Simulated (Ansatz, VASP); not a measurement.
One calculation of LiF, two programs

File INCAR:

```
SYSTEM = LiF
PREC     = Accurate       ! precision mode
ENCUT    = 520            ! plane-wave cutoff, eV
EDIFF    = 1E-6           ! SCF threshold, eV
ISMEAR   = -1             ! smearing method
SIGMA    = 0.03           ! smearing width, eV
LREAL    = .False.        ! projectors in reciprocal space
LASPH    = .True.         ! aspherical terms in the spheres
NELM     = 100            ! most SCF steps
ALGO     = Normal         ! electronic algorithm
ISIF     = 2              ! what is computed and relaxed
LWAVE    = .False.        ! write WAVECAR
LCHARG   = .True.         ! write CHGCAR
GGA      = PE             ! functional
LELF     = .True.         ! ELF
LVHAR    = .True.       
NBANDS   = 12             ! bands
```

KPOINTS

```
regular mesh
0
Gamma
  10 10 10
  0 0 0
```

The input POSCAR:

```
LiF
1.0
    0.0000000000      2.0744200000      2.0140000000
    2.0744200000      0.0000000000      2.0140000000
    2.0744200000      2.0744200000      0.0000000000
Li F
1 1
Direct
    0.0000000000      0.0000000000      0.0000000000
    0.5000000000      0.5000000000      0.5000000000
```

Input for Ansatz:

```yaml
crystal:
  lattice:
    - [0.0, 2.07442, 2.014]
    - [2.07442, 0.0, 2.014]
    - [2.07442, 2.07442, 0.0]
  atoms:
    - { symbol: Li, position: [0.0, 0.0, 0.0] }
    - { symbol: F, position: [0.5, 0.5, 0.5] }
kpoints:
  mp_grid: { grid: [10, 10, 10] }
  band_path:
    path:
      - [0.0, 0.0, 0.0]
      - [0.0, 0.5, 0.5]
      - [0.25, 0.75, 0.5]
      - [0.0, 0.5, 0.0]
      - [0.0, 0.0, 0.0]
      - [0.5, 0.5, 0.0]
      - [0.3826125, 0.6173875, 0.0]
      - [-0.3826125, 0.3826125, 0.0]
      - [0.0, 0.0, 0.0]
    npoints: 5
scf:
  occupations: { method: fermi_dirac, width: 0.03 }
hamiltonian:
  xc: pbe
  pseudopotentials: { kind: all_electron, lapw: { basis_error: 0.001 } }
output:
  forces: true
  stress: true
  eigenvalues: true
```

Change from the starting cell: equal xx and yy strain of +3 %.

Alike in both runs: task single point; functional PBE; k mesh 10 × 10 × 10; occupations fermi-dirac, width 0.03 eV; no spin polarisation.

```csv
,VASP,Ansatz
version,VASP 6.6.1,Ansatz 0.2.0
potentials or method,"VASP PAW PBE potentials, release 64 (Li_sv, F)","all-electron LAPW, scalar-relativistic"
plane-wave cutoff (eV),520,see its input
```

```csv
,VASP,Ansatz,Ansatz less VASP
gap on the k mesh at the Fermi level (eV),8.56,8.54,-0.019
```

Ansatz ran all-electron here, so the differences hold the error of VASP's frozen core and of both bases.

 A k mesh can miss the band edges.
